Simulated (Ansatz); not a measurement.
# Tl in Ansatz: the effect of functional

Tl:

```
CELL_PARAMETERS angstrom
3.45600 0.00000 0.00000
-1.72800 2.99298 0.00000
0.00000 0.00000 5.52500
ATOMIC_POSITIONS crystal
Tl 0.66667 0.33333 0.75000
Tl 0.33333 0.66667 0.25000
```

Alike in all runs:

```yaml
Program: Ansatz 0.2.0
Task: band structure
Potentials_or_basis: all-electron LAPW, scalar-relativistic
Cutoff: 167 eV
Basis_error_allowed: 0.001 eV/atom
k_mesh: 9 × 9 × 5
Occupations: fermi-dirac, width 0.05 eV
Spin: no spin polarisation
```

Q: One run gave: pressure -1.6 GPa. Which functional did it use?
A. RPBE
B. revPBE
C. BLYP
D. PBEsol
E. LDA

A: E.

```tsv
functional	pressure (GPa)
PBE	3.4
LDA	-1.6
PBEsol	0.2
RPBE	5.4
revPBE	4.8
BLYP	7.2
```

Not every run made on this cell is shown here.
